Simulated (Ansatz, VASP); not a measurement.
**Ag: VASP beside Ansatz**

```
Ag
1.0
    -1.65565    1.65565    1.65565
     1.65565   -1.65565    1.65565
     1.65565    1.65565   -1.65565
Ag
1
Direct
  0.00000 0.00000 0.00000
```

This isn't the form of Ag at room conditions, which is fcc.

Alike in both runs: task relaxation of cell and atoms; functional PBEsol; k mesh 18 × 18 × 18; occupations gaussian, width 0.1 eV; no spin polarisation.

```csv
,VASP,Ansatz
version,VASP 6.6.1,Ansatz 0.2.0
potentials or method,"VASP PAW PBE potentials, release 64 (Ag)","scalar-relativistic, plane waves, PAW"
plane-wave cutoff (eV),600,420
valence electrons in the cell,11,19
```

VASP gave:

* gap on the k mesh at the Fermi level, each at its own relaxed structure (eV): none
* relaxed volume (Å³/atom): 16.75
* relaxed cell length with the largest relative difference (Å): 2.792
* energy change over the relaxation (meV/atom): -35

**Question.** Which values does Ansatz return?

**Answer.** gap on the k mesh at the Fermi level, each at its own relaxed structure (eV): none; relaxed volume (Å³/atom): 16.77; relaxed cell length with the largest relative difference (Å): 2.793; energy change over the relaxation (meV/atom): -34.

A gap of «none» marks a metal or a gap that the smearing closes. The two sets of potentials don't hold the same shells in valence.

Caveats: the PAW data sets were made with another functional, which shifts forces and pressure a little (VASP).
